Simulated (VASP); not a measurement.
# MgS (F-43m) in VASP: further runs

One crystal, MgS, is run at these levels: LDA; tasks: single point.

All numbers are computed with VASP 6.6.1; they aren't measurements. Logs are shortened: lines on timing, memory, paths and dates and some standing lists are left out, and cuts for length are marked.

### Step 1. The structure

Symmetry: F-43m, No. 216, cubic system. Conventional cell: a = 5.666 Å, b = 5.666 Å, c = 5.666 Å, α = 90.00°, β = 90.00°, γ = 90.00°. Around S (site symmetry -43m) lie 4 Mg at 2.45 Å. Around Mg (site symmetry -43m) lie 4 S at 2.45 Å.

The cell comes from a database or a generator and needn't be the stable form of this composition.

### Step 2. Single point, LDA

File INCAR:

```
PREC = Accurate ; ENCUT = 450
EDIFF = 1E-6 ; ISMEAR = 0
SIGMA = 0.05 ; LREAL = False
LASPH = False ; NELM = 100
ALGO = Normal ; ISIF = 2
LWAVE = False ; LCHARG = False
ADDGRID = False
```

File KPOINTS:

```
Automatic mesh
0
Gamma
  5 5 5
```

File POSCAR:

```
MgS
1.0
    0.0000000000      2.8331200468      2.8331200468
    2.8331200468      0.0000000000      2.8331200468
    2.8331200468      2.8331200468      0.0000000000
S Mg
1 1
Direct
    0.2500000000      0.2500000000      0.2500000000
    0.0000000000      0.0000000000      0.0000000000
```

Potentials or basis: VASP PAW LDA potentials, release 64 (S, Mg).

Run with:

```
$ cat potpaw_LDA.64/S/POTCAR potpaw_LDA.64/Mg/POTCAR > POTCAR
$ mpirun -np 1 vasp_std > vasp.out
```

OUTCAR:

```text
PREC = Accurate
   ENCUT = 450
   EDIFF = 1E-6
   ISMEAR = 0
   LREAL = False
   LASPH = False
   NELM = 100
   ISIF = 2

 Found     10 irreducible k-points:

 Following reciprocal coordinates:
            Coordinates               Weight
  0.000000  0.000000  0.000000      1.000000
  0.200000  0.000000  0.000000      8.000000
  0.400000  0.000000  0.000000      8.000000
  0.200000  0.200000  0.000000      6.000000
  0.400000  0.200000  0.000000     24.000000
 -0.400000  0.200000  0.000000     24.000000
   k-points           NKPTS =     10   k-points in BZ     NKDIM =     10   number of bands    NBANDS=      8
   number of dos      NEDOS =    301   number of ions     NIONS =      2
   total plane-waves  NPLWV =  21952
   dimension x,y,z NGX =    28 NGY =   28 NGZ =   28
   dimension x,y,z NGXF=    56 NGYF=   56 NGZF=   56
   ions per type =               1   1
   NGX,Y,Z   is equivalent  to a cutoff of  11.62, 11.62, 11.62 a.u.
   NGXF,Y,Z  is equivalent  to a cutoff of  23.24, 23.24, 23.24 a.u.
 SYSTEM =  unknown system
   PREC   = accura    normal or accurate (medium, high low for compatibility)
   ISTART =      0    job   : 0-new  1-cont  2-samecut
   ICHARG =      2    charge: 1-file 2-atom 10-const
   ISPIN  =      1    spin polarized calculation?
   LNONCOLLINEAR =      F non collinear calculations
   LSORBIT =      F    spin-orbit coupling
   LASPH  =      F    aspherical Exc in radial PAW
   ENCUT  =  450.0 eV  33.07 Ry    5.75 a.u.   6.93  6.93  6.93*2*pi/ulx,y,z
   NELM   =    100;   NELMIN=  2; NELMDL= -5     # of ELM steps
   EDIFF  = 0.1E-05   stopping-criterion for ELM
   LREAL  =      F    real-space projection
   EDIFFG = 0.1E-04   stopping-criterion for IOM
   NSW    =      0    number of steps for IOM
   IBRION =     -1    ionic relax: 0-MD 1-quasi-New 2-CG
   NFREE  =      0    steps in history (QN), initial steepest desc. (CG)
   ISIF   =      2    stress and relaxation
   ISYM   =      2    0-nonsym 1-usesym 2-fastsym
   POTIM  = 0.5000    time-step for ionic-motion
   TEBEG  =    0.0;   TEEND  =   0.0 temperature during run
   PSTRESS=    0.0 pullay stress
   NELECT =       8.0000    total number of electrons
   NUPDOWN=      -1.0000    fix difference up-down
   EMIN   =  10.00;   EMAX   =-10.00  energy-range for DOS
   EFERMI =   0.00;   METHOD = LEGACY
   ISMEAR =     0;   SIGMA  =   0.05  broadening in eV -4-tet -1-fermi 0-gaus
   EFERMI_NEDOS =   21; number of points for ismear=-14 and -15
   IALGO  =     38    algorithm
   IMIX   =      4    mixing-type and parameters
     AMIX     =   0.40;   BMIX     =  1.00
     AMIX_MAG =   1.60;   BMIX_MAG =  1.00
  volume/ion in A,a.u.               =      22.74       153.46
  Fermi-wavevector in a.u.,A,eV,Ry     =   0.917269  1.733386 11.447692  0.841382
  Thomas-Fermi vector in A             =   2.042218
   LORBIT       =      0    0 simple, 1 ext, 2 COOP (PROOUT), +10 PAW based schemes
   GGA     = CA    functional components
   LHFCALC =     F    Hartree Fock is set to
   AEXX    =    0.0000 exact exchange contribution
   IVDW    =     0    specifies the selected vdW correction
   LEPSILON=     F    determine dielectric tensor
   LRPA    =     F    only Hartree local field effects (RPA)
 non-spin polarized calculation
 Gauss-broadening in eV      SIGMA  =   0.05
  energy-cutoff  :      450.00
  volume of cell :       45.48
 maximum number of plane-waves:       990
   NGX = 13   NGY = 13   NGZ = 13

 number of electron       8.0000001 magnetization

 Free energy of the ion-electron system (eV)
  ---------------------------------------------------
  ext. energy  EPLUGINS =         0.00000000
  ---------------------------------------------------
  free energy    TOTEN  =        -9.37467939 eV

  energy without entropy =       -9.37467939  energy(sigma->0) =       -9.37467939

 E-fermi :   1.1513     XC(G=0):  -8.7519

 val. band max:        0.8827704172   @ k =   0.0000   0.0000   0.0000
 cond. band min:       4.0638315457   @ k =   0.0000   0.0000   0.0000
 fundamental gap:      3.1810611285
 Fermi energy:         1.1513327320

 k-point     1 :       0.0000    0.0000    0.0000
  band No.  band energies     occupation
      1     -10.3478      2.00000
      2       0.8828      2.00000
      3       0.8828      2.00000
      4       0.8828      2.00000
      5       4.0638      0.00000
      6       8.6410      0.00000
      7       8.6410      0.00000
      8       8.6410      0.00000

 k-point     2 :       0.2000    0.0000    0.0000
  band No.  band energies     occupation
      1     -10.1314      2.00000
      2      -0.5540      2.00000
      3       0.7575      2.00000
      4       0.7575      2.00000
      5       5.3349      0.00000
      6       8.3672      0.00000
      7       8.9160      0.00000
      8       8.9160      0.00000

 k-point     3 :       0.4000    0.0000    0.0000
  band No.  band energies     occupation
      1      -9.7273      2.00000
      2      -2.0922      2.00000
      3       0.5775      2.00000
      4       0.5775      2.00000
      5       5.7663      0.00000
      6       8.4482      0.00000
      7       8.4482      0.00000
      8       9.0950      0.00000

 k-point     4 :       0.2000    0.2000    0.0000
  band No.  band energies     occupation
      1     -10.0599      2.00000
      2      -0.5014      2.00000
      3       0.4658      2.00000
      4       0.4658      2.00000
      5       5.7123      0.00000
      6       7.5081      0.00000
      7       9.1913      0.00000
      8       9.6649      0.00000

 k-point     5 :       0.4000    0.2000    0.0000
  band No.  band energies     occupation
      1      -9.7121      2.00000
      2      -1.6138      2.00000
      3       0.0182      2.00000
      4       0.2499      2.00000
      5       6.0914      0.00000
      6       7.5864      0.00000
      7       8.5912      0.00000
      8       9.7573      0.00000

 k-point     6 :      -0.4000    0.2000    0.0000
  band No.  band energies     occupation
      1      -9.5594      2.00000
      2      -1.9877      2.00000
      3      -0.4312      2.00000
      4       0.3720      2.00000
      5       6.5069      0.00000
      6       7.4668      0.00000
      7       9.2415      0.00000
      8       9.5430      0.00000

 [... further k-points ...]

------------------------ aborting loop because EDIFF is reached ----------------------------------------

  FORCE on cell =-STRESS in cart. coord.  units (eV):
  Direction    XX          YY          ZZ          XY          YZ          ZX
  --------------------------------------------------------------------------------------
  -------------------------------------------------------------------------------------
  Total       -0.7130753     -0.7130753     -0.7130753      0.0000000      0.0000000      0.0000000
  in kB      -25.1200823    -25.1200823    -25.1200823      0.0000000      0.0000000      0.0000000
  external PRESSURE =     -25.1200823 kB  Pullay stress =       0.0000000 kB

 VOLUME and BASIS-vectors are now :
 -----------------------------------------------------------------------------
  energy-cutoff  :      450.00
  volume of cell :       45.48
      direct lattice vectors                 reciprocal lattice vectors
     0.000000000  2.833120047  2.833120047    -0.176483874  0.176483874  0.176483874
     2.833120047  0.000000000  2.833120047     0.176483874 -0.176483874  0.176483874
     2.833120047  2.833120047  0.000000000     0.176483874  0.176483874 -0.176483874

 POSITION                                       TOTAL-FORCE (eV/Angst)
 -----------------------------------------------------------------------------------
      1.41656      1.41656      1.41656        -0.000000     -0.000000     -0.000000
      0.00000      0.00000      0.00000         0.000000      0.000000      0.000000
 -----------------------------------------------------------------------------------
    total drift:                                0.000000      0.000000      0.000000

  FREE ENERGIE OF THE ION-ELECTRON SYSTEM (eV)
  ---------------------------------------------------
  free  energy   TOTEN  =        -9.3746793934 eV

  energy  without entropy=       -9.3746793934  energy(sigma->0) =       -9.37467939
```

Run time: 2.6 s. Hardware: 1 thread of Intel Xeon Platinum 8488C (Sapphire Rapids), shared host; peak memory 0.13 GiB.

The run converged, but some of its settings lie outside the range that counts as converged, so its numbers aren't taken as properties of the crystal.

Results:

| Property | Result |
| --- | --- |
| Free energy | -9.3747 eV |
| Pressure | -2.5 GPa |
| Band gap on the k mesh | 3.18 eV, direct |

### Step 3. Single point, LDA

INCAR is that of step 2.

KPOINTS is that of step 2.

File POSCAR:

```
MgS
1.0
    0.0000000000      2.8331200468      2.8331200468
    2.8331200468      0.0000000000      2.8331200468
    2.8331200468      2.8331200468      0.0000000000
S Mg
1 1
Direct
    0.2346630000      0.2748010000      0.2357280000
   -0.0216520000      0.0237760000     -0.0317750000
```

Potentials or basis: VASP PAW LDA potentials, release 64 (S, Mg).

Run with:

```
$ cat potpaw_LDA.64/S/POTCAR potpaw_LDA.64/Mg/POTCAR > POTCAR
$ mpirun -np 1 vasp_std > vasp.out
```

OUTCAR:

```text
PREC = Accurate
   ENCUT = 450
   EDIFF = 1E-6
   ISMEAR = 0
   LREAL = False
   LASPH = False
   NELM = 100
   ISIF = 2

 Found     63 irreducible k-points:

 Following reciprocal coordinates:
            Coordinates               Weight
  0.000000  0.000000  0.000000      1.000000
  0.200000  0.000000  0.000000      2.000000
  0.000000  0.200000  0.000000      2.000000
  0.000000  0.000000  0.200000      2.000000
  0.200000  0.200000  0.200000      2.000000
  0.400000  0.000000  0.000000      2.000000
   k-points           NKPTS =     63   k-points in BZ     NKDIM =     63   number of bands    NBANDS=      8
   number of dos      NEDOS =    301   number of ions     NIONS =      2
   total plane-waves  NPLWV =  21952
   dimension x,y,z NGX =    28 NGY =   28 NGZ =   28
   dimension x,y,z NGXF=    56 NGYF=   56 NGZF=   56
   ions per type =               1   1
   NGX,Y,Z   is equivalent  to a cutoff of  11.62, 11.62, 11.62 a.u.
   NGXF,Y,Z  is equivalent  to a cutoff of  23.24, 23.24, 23.24 a.u.
 SYSTEM =  unknown system
   PREC   = accura    normal or accurate (medium, high low for compatibility)
   ISTART =      0    job   : 0-new  1-cont  2-samecut
   ICHARG =      2    charge: 1-file 2-atom 10-const
   ISPIN  =      1    spin polarized calculation?
   LNONCOLLINEAR =      F non collinear calculations
   LSORBIT =      F    spin-orbit coupling
   LASPH  =      F    aspherical Exc in radial PAW
   ENCUT  =  450.0 eV  33.07 Ry    5.75 a.u.   6.93  6.93  6.93*2*pi/ulx,y,z
   NELM   =    100;   NELMIN=  2; NELMDL= -5     # of ELM steps
   EDIFF  = 0.1E-05   stopping-criterion for ELM
   LREAL  =      F    real-space projection
   EDIFFG = 0.1E-04   stopping-criterion for IOM
   NSW    =      0    number of steps for IOM
   IBRION =     -1    ionic relax: 0-MD 1-quasi-New 2-CG
   NFREE  =      0    steps in history (QN), initial steepest desc. (CG)
   ISIF   =      2    stress and relaxation
   ISYM   =      2    0-nonsym 1-usesym 2-fastsym
   POTIM  = 0.5000    time-step for ionic-motion
   TEBEG  =    0.0;   TEEND  =   0.0 temperature during run
   PSTRESS=    0.0 pullay stress
   NELECT =       8.0000    total number of electrons
   NUPDOWN=      -1.0000    fix difference up-down
   EMIN   =  10.00;   EMAX   =-10.00  energy-range for DOS
   EFERMI =   0.00;   METHOD = LEGACY
   ISMEAR =     0;   SIGMA  =   0.05  broadening in eV -4-tet -1-fermi 0-gaus
   EFERMI_NEDOS =   21; number of points for ismear=-14 and -15
   IALGO  =     38    algorithm
   IMIX   =      4    mixing-type and parameters
     AMIX     =   0.40;   BMIX     =  1.00
     AMIX_MAG =   1.60;   BMIX_MAG =  1.00
  volume/ion in A,a.u.               =      22.74       153.46
  Fermi-wavevector in a.u.,A,eV,Ry     =   0.917269  1.733386 11.447692  0.841382
  Thomas-Fermi vector in A             =   2.042218
   LORBIT       =      0    0 simple, 1 ext, 2 COOP (PROOUT), +10 PAW based schemes
   GGA     = CA    functional components
   LHFCALC =     F    Hartree Fock is set to
   AEXX    =    0.0000 exact exchange contribution
   IVDW    =     0    specifies the selected vdW correction
   LEPSILON=     F    determine dielectric tensor
   LRPA    =     F    only Hartree local field effects (RPA)
 non-spin polarized calculation
 Gauss-broadening in eV      SIGMA  =   0.05
  energy-cutoff  :      450.00
  volume of cell :       45.48
 maximum number of plane-waves:       990
   NGX = 13   NGY = 13   NGZ = 13

 number of electron       8.0000000 magnetization

 Free energy of the ion-electron system (eV)
  ---------------------------------------------------
  ext. energy  EPLUGINS =         0.00000000
  ---------------------------------------------------
  free energy    TOTEN  =        -9.35536078 eV

  energy without entropy =       -9.35536078  energy(sigma->0) =       -9.35536078

 E-fermi :   1.2366     XC(G=0):  -8.7514

 val. band max:        1.0022087846   @ k =   0.0000   0.0000   0.0000
 cond. band min:       4.0598667033   @ k =   0.0000   0.0000   0.0000
 fundamental gap:      3.0576579187
 Fermi energy:         1.2365919296

 k-point     1 :       0.0000    0.0000    0.0000
  band No.  band energies     occupation
      1     -10.3496      2.00000
      2       0.7842      2.00000
      3       0.8578      2.00000
      4       1.0022      2.00000
      5       4.0599      0.00000
      6       8.6349      0.00000
      7       8.6402      0.00000
      8       8.6611      0.00000

 k-point     2 :       0.2000    0.0000    0.0000
  band No.  band energies     occupation
      1     -10.1325      2.00000
      2      -0.5807      2.00000
      3       0.6858      2.00000
      4       0.8586      2.00000
      5       5.3278      0.00000
      6       8.3520      0.00000
      7       8.8745      0.00000
      8       9.0045      0.00000

 k-point     3 :       0.0000    0.2000    0.0000
  band No.  band energies     occupation
      1     -10.1331      2.00000
      2      -0.5608      2.00000
      3       0.6695      2.00000
      4       0.8510      2.00000
      5       5.3304      0.00000
      6       8.3507      0.00000
      7       8.8649      0.00000
      8       8.9931      0.00000

 k-point     4 :       0.0000    0.0000    0.2000
  band No.  band energies     occupation
      1     -10.1312      2.00000
      2      -0.6214      2.00000
      3       0.7301      2.00000
      4       0.8636      2.00000
      5       5.3225      0.00000
      6       8.3611      0.00000
      7       8.9138      0.00000
      8       9.0043      0.00000

 k-point     5 :       0.2000    0.2000    0.2000
  band No.  band energies     occupation
      1     -10.1362      2.00000
      2      -0.4621      2.00000
      3       0.6651      2.00000
      4       0.7361      2.00000
      5       5.3430      0.00000
      6       8.3692      0.00000
      7       8.8351      0.00000
      8       8.8972      0.00000

 k-point     6 :       0.4000    0.0000    0.0000
  band No.  band energies     occupation
      1      -9.7270      2.00000
      2      -2.1152      2.00000
      3       0.5069      2.00000
      4       0.6751      2.00000
      5       5.7638      0.00000
      6       8.3752      0.00000
      7       8.5580      0.00000
      8       9.0802      0.00000

 [... further k-points ...]

------------------------ aborting loop because EDIFF is reached ----------------------------------------

  FORCE on cell =-STRESS in cart. coord.  units (eV):
  Direction    XX          YY          ZZ          XY          YZ          ZX
  --------------------------------------------------------------------------------------
  -------------------------------------------------------------------------------------
  Total       -0.6643793     -0.6809451     -0.6426070     -0.0614044     -0.2704500     -0.3574710
  in kB      -23.4046268    -23.9882057    -22.6376374     -2.1631416     -9.5273623    -12.5929191
  external PRESSURE =     -23.3434900 kB  Pullay stress =       0.0000000 kB

 VOLUME and BASIS-vectors are now :
 -----------------------------------------------------------------------------
  energy-cutoff  :      450.00
  volume of cell :       45.48
      direct lattice vectors                 reciprocal lattice vectors
     0.000000000  2.833120047  2.833120047    -0.176483874  0.176483874  0.176483874
     2.833120047  0.000000000  2.833120047     0.176483874 -0.176483874  0.176483874
     2.833120047  2.833120047  0.000000000     0.176483874  0.176483874 -0.176483874

 POSITION                                       TOTAL-FORCE (eV/Angst)
 -----------------------------------------------------------------------------------
      1.44639      1.33267      1.44337        -0.256673     -0.341011     -0.046463
      2.81046      5.51487      2.83914         0.256673      0.341011      0.046463
 -----------------------------------------------------------------------------------
    total drift:                                0.000040      0.000074      0.000016

  FREE ENERGIE OF THE ION-ELECTRON SYSTEM (eV)
  ---------------------------------------------------
  free  energy   TOTEN  =        -9.3553607770 eV

  energy  without entropy=       -9.3553607770  energy(sigma->0) =       -9.35536078
```

Run time: 9.7 s. Hardware: 1 thread of Intel Xeon Platinum 8488C (Sapphire Rapids), shared host; peak memory 0.14 GiB.

These settings aren't checked as converged: the numbers below hold their error.

What came out:

* Free energy: -9.3554 eV
* Pressure: -2.3 GPa
* Largest force: 0.429 eV/Å
* Band gap on the k mesh: 3.06 eV, direct

(Continued in part 2 of 2.)
